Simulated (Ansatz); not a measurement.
**MnSb in Ansatz: the effect of starting spin order**

MnSb:

```
Sb Mn
1.0
     0.00000    2.79502    2.79502
     2.79502    0.00000    2.79502
     2.79502    2.79502    0.00000
Sb Mn
1 1
Direct
  0.50000 0.50000 0.50000
  0.00000 0.00000 0.00000
```

The cell comes from a database or a generator and needn't be the stable form of this composition.

Alike in all runs:

| Property | Result |
| --- | --- |
| Program | Ansatz 0.2.0 |
| Task | single point |
| Functional | PBE |
| Potentials or basis | Ansatz PAW |
| Cutoff | 420 eV (not typed: the program's choice for these potentials) |
| k mesh | 8 × 8 × 8 |
| Occupations | fermi-dirac, width 0.05 eV |

```tsv
starting spin order	spin	starting moments	energy over the lowest run (meV/atom)	pressure (GPa)	final net moment (μB)	final largest site moment (μB)
spin off	no spin polarisation	-	?	?	?	?
fm	collinear spin, ferromagnetic start	[0.0, 4.0] μB	0.0	-0.4	3.85	3.81
random	collinear spin, random start	[0.0, 3.15] μB	0.0	-0.4	3.85	3.81
```

Problem. What does the run with starting spin order spin off give?

Solution. Energy over the lowest run 782.6 meV/atom; pressure -13.9 GPa; final net moment 0.00 μB; final largest site moment 0.00 μB.

Caveats: a cell with one magnetic atom can't hold antiferromagnetic order, which such compounds often take (some runs).
